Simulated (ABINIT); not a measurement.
Input of an ABINIT 10.8.3 (patched build) run:

The input run.abi:

```
ndtset 7
getwfk -1
scalecart1 3*0.9795861087
scalecart2 3*0.9864848297
scalecart3 3*0.9932883884
scalecart4 3*1.0000000000
scalecart5 3*1.0066227096
scalecart6 3*1.0131594038
scalecart7 3*1.0196128224

pp_dirpath "./"
pseudos "Nb.upf"

acell 5.4462775076 5.4462775076 5.4462775076
rprim
    -0.5773502692     0.5773502692     0.5773502692
     0.5773502692    -0.5773502692     0.5773502692
     0.5773502692     0.5773502692    -0.5773502692
ntypat 1
znucl 41
natom 1
typat 1
xred
     0.0000000000     0.0000000000     0.0000000000

ecut 41.0

kptopt 1
ngkpt 11 11 11
nshiftk 1
shiftk 0.0 0.0 0.0

ixc 11

nband 11
occopt 3
tsmear 0.05 eV

nstep 100
tolvrs 1.0e-10

iomode 3
prtwf 1
prtden 0
prteig 0
prtebands 0
```

Potentials or basis: PseudoDojo NC SR PBE v0.5 standard.

Launch:

```console
$ abinit run.abi > log 2>&1
```

**Question.** Predict the bulk modulus.

**Answer.** 171 GPa.

**Question.** What does it give for the pressure derivative of the bulk modulus?

**Answer.** 3.3.

**Question.** Estimate the equilibrium volume.

**Answer.** 18.23 Å³/atom.

Energy against volume, from the lowest point:
```csv
volume (Å³/atom),energy (meV/atom)
17.322,24.93
17.691,7.96
18.060,0.00
18.428,0.36
18.797,8.34
19.165,23.30
19.534,44.60
```

Caveat: pressures at fixed basis lie under the slope of the energies.

**Measured values to compare with.**

From “Pressure effects on the electronic structure and superconductivity of (TaNb)0.67(HfZrTi)0.33 high entropy alloy”, 2019, arxiv:1910.08312, for a bulk crystal of Nb: bulk modulus 169 GPa.

Against the measured bulk modulus of Nb, 169 GPa (quoted in “Pressure effects on the electronic structure and superconductivity of (TaNb)0.67(HfZrTi)0.33 high entropy alloy”, 2019, arxiv:1910.08312), the calculated 171 GPa is off by +1.4 %. The fit is for a static lattice scaled at fixed shape and fixed fractional positions.
